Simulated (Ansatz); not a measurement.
# KCl: response to strain

Aim: deform KCl (zz strain of -3 %) and compute stress, forces and field gradients with LAPW, PAW and all-electron datasets made for the crystal.

Program: Ansatz 0.2.0. Level of theory: DFT LDA, scalar-relativistic. These are calculated values, not measurements.

## 1. Starting point

The structure is cubic, space group Fm-3m (No. 225). Conventional cell: a = 6.312 Å, b = 6.312 Å, c = 6.312 Å, α = 90.00°, β = 90.00°, γ = 90.00°. K (site symmetry m-3m) is surrounded by 6 Cl at 3.16 Å. Cl (site symmetry m-3m) is surrounded by 6 K at 3.16 Å.

Coordinates:

```xyz
2
Lattice="0.0000 3.1561 3.1561 3.1561 0.0000 3.1561 3.1561 3.1561 0.0000" Properties=species:S:1:pos:R:3 pbc="T T T"
K     0.0000    0.0000    0.0000
Cl    3.1561    3.1561    3.1561
```

Atoms are numbered in the order of the input: K1, Cl2.

## 2. After the deformation

Space group Fm-3m before, I4/mmm after.

## 3. All-electron LAPW

File input.yaml:

```yaml
crystal:
  lattice:
    - [0.0, 3.1561, 3.061417]
    - [3.1561, 0.0, 3.061417]
    - [3.1561, 3.1561, 0.0]
  atoms:
    - { symbol: K, position: [0.0, 0.0, 0.0] }
    - { symbol: Cl, position: [0.5, 0.5, 0.5] }
kpoints:
  mp_grid: { grid: [7, 7, 7] }
  band_path:
    path:
      - [0.0, 0.0, 0.0]
      - [0.0, 0.5, 0.5]
      - [0.25, 0.75, 0.5]
      - [0.0, 0.5, 0.0]
      - [0.0, 0.0, 0.0]
      - [0.5, 0.5, 0.0]
      - [0.3828515251, 0.6171484749, 0.0]
      - [-0.3828515251, 0.3828515251, 0.0]
      - [0.0, 0.0, 0.0]
    npoints: 5
scf:
  occupations: { method: fermi_dirac, width: 0.03 }
hamiltonian:
  xc: lda
  pseudopotentials: { kind: all_electron, lapw: { basis_error: 0.001 } }
output:
  forces: true
  stress: true
  eigenvalues: true
```

Command:

```
ansatz run input.yaml --threads 1 --pin off --max-ram 3072MiB --backend cpu --events-out ev --progress --plain --runs-dir out
```

## 4. PAW with frozen cores

File input.yaml:

```yaml
crystal:
  lattice:
    - [0.0, 3.1561, 3.061417]
    - [3.1561, 0.0, 3.061417]
    - [3.1561, 3.1561, 0.0]
  atoms:
    - { symbol: K, position: [0.0, 0.0, 0.0] }
    - { symbol: Cl, position: [0.5, 0.5, 0.5] }
kpoints:
  mp_grid: { grid: [7, 7, 7] }
scf:
  occupations: { method: fermi_dirac, width: 0.03 }
hamiltonian:
  xc: lda
  pseudopotentials: { kind: paw }
output:
  forces: true
  stress: true
  eigenvalues: true
  efg: { contact_densities: true }
```

## 5. Datasets made for this crystal

input.yaml, as its differences from that of step 4:

```diff
@@ -14,3 +14,3 @@
   xc: lda
-  pseudopotentials: { kind: paw }
+  pseudopotentials: { kind: all_electron, datasets: crystal }
 output:
```

(Steps that only read results are left out.)

What does the calculation give? Wanted: pressure; largest shear or deviatoric stress.

**Answer**, as computed:

```
                                 quantity                                              value
                                 pressure  LAPW -1.59, PAW -1.59, crystal datasets -1.59 GPa
largest shear or deviatoric stress (LAPW)                                           0.71 GPa
```

What this shows: The largest part of the stress beyond the pressure is 0.71 GPa in size, in the zz component; the atoms are carried along and not relaxed. No run of the undeformed cell stands beside it, so the pressure holds what the given cell had before the change. PAW: stress within 0.01 GPa of LAPW. Crystal datasets: stress within 0.01 GPa of LAPW.
